**Eight questions on RPBE band gaps, read down a table of six semiconductors**

The rows are six tetrahedrally bonded crystals in order of rising measured gap. The computed band gap is the distance between the highest filled and the lowest empty Kohn-Sham level on the k-mesh, without spin-orbit coupling, in cells that weren't relaxed. Below, the shortfall $s$ means measured less computed gap, the last column with its sign reversed.

Band gaps of six semiconductors from ABINIT 10.8.3 (Kohn-Sham DFT, RPBE), beside measured values. The runs use the given cells unrelaxed, without spin polarisation or spin-orbit coupling, and Fermi-Dirac smearing of 0.05 eV. Each computed gap is the lowest empty less the highest filled Kohn-Sham level on the k-mesh.

| formula | space group | volume of the given cell (Å³/atom) | potentials or basis | wave cutoff (eV) | k-mesh | computed band gap (eV) | measured band gap (eV) | range of the values found (eV) | what was measured, and how | source | computed less measured (eV) |
| --- | --- | --- | --- | --- | --- | --- | --- | --- | --- | --- | --- |
| GaSb | F-43m | 28.62 | JTH-PAW-PBE-v2.0-sp | 544.2 | 8x8x8 | 0.191 | 0.812 | 0.68 to 0.813 | direct gap at T -> 0 K, Eg(0) from Varshni fit to temperature-dependen; temperature-dependent photoluminescence; bulk crystal | arXiv:cond-mat/0204296 (2002) | -0.62 |
| Si | Fd-3m | 20.16 | PseudoDojo-NC-SR-PBE-v0.4.1-standard | 489.8 | 8x8x8 | 0.696 | 1.11 | 1.1 to 1.1692 | indirect band gap at room temperature, quoted from a textbook; not stated; bulk crystal | arXiv:1709.02567 (2017) | -0.41 |
| GaAs | F-43m | 22.59 | JTH-PAW-PBE-v2.0 | 462.6 | 8x8x8 | 0.63 | 1.42 | 1.412 to 1.52 | band-edge photoluminescence emission energy of the GaAs substrate; time-integrated photoluminescence; bulk crystal | arXiv:1409.8467 (2014) | -0.79 |
| InP | F-43m | 25.17 | JTH-PAW-PBE-v2.0-sp | 544.2 | 8x8x8 | 0.927 | 1.42 | one value | experimental band gap used for comparison with the calculated gap; not stated; bulk crystal | arXiv:cond-mat/0006134 (2000) | -0.49 |
| CdSe | P6_3mc | 28.10 | JTH-PAW-PBE-v2.0 | 462.6 | 7x7x4 | 0.866 | 1.72 | 1.71 to 1.76 | direct optical gap from Tauc plot, film grown at 200 C; UV-Vis-NIR absorption; film | pmc:8232614 (2021) | -0.85 |
| CdS | P6_3mc | 25.12 | JTH-PAW-PBE-v2.0 | 544.2 | 7x7x4 | 1.359 | 2.5809 | 2.5809 to 2.5963 | A gap, Gamma7c-Gamma9v, natural isotopic composition; exciton reflectance; bulk crystal | arXiv:0807.2152 (2008) | -1.22 |

**1. What does the last column show from top to bottom?**

Every computed gap is too small, by 0.41 eV in Si up to 1.22 eV in CdS, and it stays too small against the low end of each range of values found. The share of the measured gap that is recovered runs from 0.24 in GaSb to 0.65 in InP. The order suffers too, since GaAs drops below Si and CdSe below InP.

**2. Why is the sign the same in every row?**

The gap of a crystal is the ionisation energy less the electron affinity, $I - A$, and density-functional theory writes it as $E_g = E_g^{KS} + \Delta_{xc}$. Here $E_g^{KS}$ is the difference of orbital energies and $\Delta_{xc}$ is a jump of the exchange-correlation potential when one electron is added. RPBE builds its potential from the local density and its gradient. One extra electron spread over a whole crystal changes that density by a vanishing amount, so this functional has no jump. That is the usual reason for the common sign, though the shortfall isn't $\Delta_{xc}$ alone, because the orbital gap of RPBE also differs from that of the exact functional.

The size of the missing part can be pictured through exchange. An electron in a filled level carries an exchange hole, a region from which the charge of one electron is missing. For an empty level the same construction removes no net charge, so exchange lowers filled levels relative to empty ones. The attraction to a hole of size $r$ is of order $e^2/4\pi\epsilon_0 r$, and the other valence electrons screen it by the optical dielectric constant $\epsilon_\infty$. If the part that the functional leaves out scales in this way, and $r$ is similar among these crystals,

$$s \approx \frac{e^2}{4\pi\epsilon_0\,\epsilon_\infty\, r} = \frac{C}{\epsilon_\infty}.$$

This is a scaling argument. It says that poorly screening, polar crystals lose more electronvolts, and the rows depart from it in both directions, as question 7 shows.

**3. GaSb has a smaller error than GaAs. Is it described better?**

Not by as much as the errors suggest. The calculation leaves out spin-orbit coupling, and the omission makes the gap look better than it is. The top of the valence band consists of six $p$ states, mostly on the anion. Spin-orbit coupling splits them by $\Delta_{so}$ into four upper and two lower states about a fixed centre, so a rise $x$ obeys $4x = 2(\Delta_{so} - x)$ and $x = \Delta_{so}/3$. The gap shrinks by that amount, and $\Delta_{so}$ grows steeply with the nuclear charge of the anion.

A rough recalled splitting for GaSb puts the rise near 0.25 eV, more than the computed gap of 0.191 eV. The same functional with the coupling included would then give a gap that is closed or nearly so. If the $s$-like conduction level at Γ sinks below the $p$ top and this inverted spacing is counted as a negative gap, the shortfall becomes about 0.87 eV, close to the 0.90 eV of GaAs with its own spin-orbit rise. The GaAs reference is a room-temperature gap, though, and the GaSb one is not. Against the low-temperature GaAs gap of 1.52 eV, the top of its range, the GaAs shortfall would be about 1.0 eV, so the coupling accounts for roughly half of the difference between the two crystals and not for all of it.

The run also warns that so small a gap may close between mesh points. Here both band edges lie at Γ, which is on the mesh, so the missing coupling is the greater worry, and it makes this row the least secure of the six.

**4. Si has the only indirect gap. What does the mesh do to it?**

In the same calculation the smallest direct gap of Si is 2.56 eV, while in the other five rows the direct gap on the mesh is the gap itself. The conduction minimum of Si lies along Γ–X, roughly 0.85 of the way (a recalled position), and the lowest level found belongs to the mesh point at three quarters. A mesh point off the minimum lies above it, so 0.696 eV is an upper bound on the gap that RPBE gives for this cell. The bands computed along the path in the same run come closer to the minimum and put the excess near 0.04 eV, which adds as much to the shortfall of Si. A parabolic band, $\hbar^2\delta k^2/2m^*$ with $\delta k$ the distance to the minimum and a rough recalled mass $m^*$, gives 0.06 eV, the right size but too large by about half.

Si also serves as a control, being homopolar, light and without $d$ electrons. It still loses 0.37 of its measured gap. The shortfall therefore exists without polarity or $d$ states, which can change its size but aren't its root.

**5. GaAs and InP share a measured gap. Why do the computed ones differ by 0.30 eV?**

One difference lies in the potentials. Gallium carries 13 valence electrons in these runs and indium 3, so the Ga $3d$ shell responds while In $4d$ is frozen into the core. At a tetrahedral site the cation $d$ states of $t_2$ symmetry mix with the anion $p$ states at the valence top and push them up by about $V^2/(\varepsilon_p - \varepsilon_d)$, with $V$ the coupling and the denominator the spacing of the two levels. Semilocal functionals place localised $d$ levels too high, which shrinks the denominator and narrows the gap further. Freezing the shell weakens this push, so theory expects InP to gain, but how much of its small error comes from that is untested. A second InP run with In $4d$ in the valence would tell.

The tie in the measured column is itself loose. For GaAs 1.42 eV is the room-temperature value, and the top of its range, 1.52 eV, is the low-temperature one, which comes closer to the static lattice of the calculation but still holds zero-point motion. Against the latter the shortfall is 0.89 eV instead of 0.79 eV. The InP value is probably a low-temperature one, in which case GaAs should lie above InP and the computed order of the two is reversed. It is also the only value found for InP, and no method is stated for it. A program read the measured values out of the cited papers, and a few in a hundred may be wrong, so the small error of InP rests on a reference that no second value checks.



**6. Why do CdSe and CdS have the largest measured gaps, and CdS by far the largest error?**

InP and CdS have the same number of electrons per formula unit, all shells counted, and nearly the same volume per atom, and the same is true of GaSb and CdSe. Moving from III-V to II-VI deepens the anion $p$ level relative to the cation $s$ level. In a two-level bond the splitting is $\sqrt{E_h^2 + E_i^2}$, where the covalent part $E_h$ depends on bond length and the ionic part $E_i$ on the difference of the atomic levels, so the gap opens at fixed volume. The calculation gets the direction in both pairs, but from InP to CdS it gives +0.43 eV against +1.16 eV measured. That pair also changes the structure to wurtzite and frozen $d$ to active $d$, so the growth of the error from InP to CdS can't be put down to polarity alone.

A wider splitting makes the valence electrons harder to polarise, $\epsilon_\infty$ falls, and $C/\epsilon_\infty$ rises. The mean shortfall climbs too, from 0.41 eV (Si alone) through 0.63 eV (III-V) to 1.04 eV (II-VI), but screening can account mainly for the last step. Within the III-V group InP screens least, by rough recalled constants, and yet it has the smallest shortfall. As a fraction of the gap there is no such ladder, the III-V group being worst on average. Cd $4d$ repulsion is expected to add in both bottom rows.

CdS serves for a worked estimate outside the fit. Fitting $C$ to the other five rows gives 5.94 eV, and a rough recalled $\epsilon_\infty$ for CdS is 5.3:

$$E_g \approx 1.36 + \frac{5.94}{5.3} = 1.36 + 1.12 = 2.48\ \text{eV}.$$

This lies 0.10 eV below the measured 2.58 eV. The form usually does worse, with an rms miss of 0.18 eV when each row in turn is left out of the fit. A fit to all six rows gives $C = 6.1$ eV, which with $e^2/4\pi\epsilon_0 \approx 14$ eV Å means $r \approx 2.3$ Å. That is the scale of a bond length, which makes the picture plausible in size and no more.

**7. Should the gaps be shifted, scaled or corrected by screening?**

Six rows don't establish any of the three. One-parameter forms were fitted to the shortfall, and the output after this text lists the residuals. A constant shift leaves an rms error of 0.27 eV, a shortfall proportional to the measured gap 0.14 eV, and $C/\epsilon_\infty$ 0.15 eV. The last two are hardly separate tests, because gap and $1/\epsilon_\infty$ correlate at 0.94 across these rows.

The 0.14 eV also flatters scaling, since the form uses the very gap that one wants to predict. Solved for that gap, it divides the computed one by 0.52. The error is divided by 0.52 as well and becomes 0.27 eV, no better than a shift. The advantage of screening over the constant rests on CdS, for without that row the fits to the shortfall do about equally well.

The screening form fails most for the two gallium compounds, whose shortfalls exceed it by 0.18 eV (GaSb) and 0.23 eV (GaAs). That fits an extra $p$–$d$ push, yet CdSe also has active $d$ electrons and falls 0.14 eV on the other side, so the residuals don't single out this cause. Adding the rough spin-orbit shifts raises the rms error of this form to 0.22 eV. Some of the apparent agreement thus came from leaving the coupling out.

**8. Which digits survive a change of settings or of reference?**

The third decimal of a computed gap describes one cell, mesh and potential set, and all potentials here were made for PBE, not RPBE. All six runs print a positive pressure, from 1.8 GPa for Si to 7.4 GPa for InP, but the cutoff is too short to trust the stresses of the two Cd compounds. Relaxing would expand the other four cells, weaken the bonding–antibonding splitting at Γ and, by the usual argument, lower the direct gaps further. CdSe in addition has residual forces of 0.29 eV/Å on its atoms.

The references mix a gap extrapolated to zero temperature (GaSb), room-temperature values, a Tauc gap of a film (CdSe) and exciton reflectance (CdS). The shortfalls of GaAs and CdSe differ by 0.06 eV, less than the 0.11 eV width of the GaAs range, so their order means nothing. As a measure of the functional's own error, an entry of the last column is good to about a tenth of an electronvolt at best, and only to about a quarter for GaSb, where the missing spin-orbit coupling is largest. In practice, for crystals like these six, read an RPBE gap as a lower estimate, check spin-orbit coupling, the $d$ valence and the mesh before comparing two materials, and take the gap from measurement at the working temperature when it is needed for a wavelength or for an intrinsic carrier density, which goes as $\exp(-E_g/2kT)$ and so magnifies any error.

Output of the analysis:

```
shortfall = measured - computed (eV); rounding: gaps 0.0005, measured up to 0.005 (Si low end 0.05)
row: shortfall, computed/measured, shortfall over range, rough Dso/3, gap and shortfall with it
GaSb: 0.621, 0.24, 0.49 to 0.62, 0.25, -0.06, 0.87
Si: 0.414, 0.63, 0.40 to 0.47, 0.01, 0.68, 0.43
GaAs: 0.790, 0.44, 0.78 to 0.89, 0.11, 0.52, 0.90
InP: 0.493, 0.65, 0.49 to 0.49, 0.04, 0.89, 0.53
CdSe: 0.854, 0.50, 0.84 to 0.89, 0.14, 0.73, 0.99
CdS: 1.222, 0.53, 1.22 to 1.24, 0.02, 1.34, 1.24
order measured (GaAs and InP tie): GaSb Si GaAs InP CdSe CdS
order computed: GaSb GaAs Si CdSe InP CdS
IV: mean shortfall 0.41 eV (0.41-0.41), mean fraction missing 0.37, with Dso/3 0.43 eV
III-V: mean shortfall 0.63 eV (0.49-0.79), mean fraction missing 0.56, with Dso/3 0.77 eV
II-VI: mean shortfall 1.04 eV (0.85-1.22), mean fraction missing 0.48, with Dso/3 1.12 eV
pair A->B: volumes A^3/atom, gap change computed, with rough Dso/3, measured (eV)
GaSb->CdSe: 28.62 28.10, +0.675, +0.78, +0.91
InP->CdS: 25.17 25.12, +0.432, +0.45, +1.16
GaSb->GaAs: 28.62 22.59, +0.439, +0.58, +0.61
CdSe->CdS: 28.10 25.12, +0.493, +0.61, +0.86
GaAs->InP: 22.59 25.17, +0.297, +0.37, +0.00
Si->GaAs: 20.16 22.59, -0.066, -0.16, +0.31
fits of shortfall, as computed; residual = actual - model (eV), order GaSb Si GaAs InP CdSe CdS
 constant (eV) = 0.732: rms 0.27, leave-one-out 0.32, worst CdS, res -0.11 -0.32 +0.06 -0.24 +0.12 +0.49
   fit without CdS 0.634: rms 0.17, miss on CdS +0.59
 c*measured gap = 0.477: rms 0.14, leave-one-out 0.15, worst GaSb, res +0.23 -0.12 +0.11 -0.18 +0.03 -0.01
   fit without CdS 0.479: rms 0.15, miss on CdS -0.01
 C/eps (eV) = 6.147: rms 0.15, leave-one-out 0.18, worst GaAs, res +0.18 -0.10 +0.23 -0.15 -0.14 +0.06
   fit without CdS 5.943: rms 0.16, miss on CdS +0.10
fits of shortfall, with rough Dso/3; residual = actual - model (eV), order GaSb Si GaAs InP CdSe CdS
 constant (eV) = 0.828: rms 0.28, leave-one-out 0.33, worst CdS, res +0.04 -0.40 +0.07 -0.30 +0.17 +0.42
   fit without CdS 0.745: rms 0.22, miss on CdS +0.50
 c*measured gap = 0.524: rms 0.23, leave-one-out 0.25, worst GaSb, res +0.45 -0.15 +0.16 -0.21 +0.09 -0.11
   fit without CdS 0.555: rms 0.24, miss on CdS -0.19
 C/eps (eV) = 6.793: rms 0.22, leave-one-out 0.24, worst GaSb, res +0.39 -0.14 +0.29 -0.18 -0.10 -0.04
   fit without CdS 6.918: rms 0.24, miss on CdS -0.06
correlation shortfall-gap 0.86 (without CdS 0.55); shortfall-1/eps 0.84 (0.59); gap-1/eps 0.94
length r implied by C = e^2/(4 pi eps0 r): 2.3 A
Si: rough excess of mesh point 0.75 over band minimum 0.06 eV
GaSb at Gamma: conduction filling 0.22, hole share per valence band 0.07, electrons moved per cell 0.0009
Si: exp(shortfall/2kT) at 300 K 3e+03; edge wavelength 1781 nm computed, 1117 nm measured
GaAs: exp(shortfall/2kT) at 300 K 4e+06; edge wavelength 1968 nm computed, 873 nm measured
InP: exp(shortfall/2kT) at 300 K 1e+04; edge wavelength 1337 nm computed, 873 nm measured
```
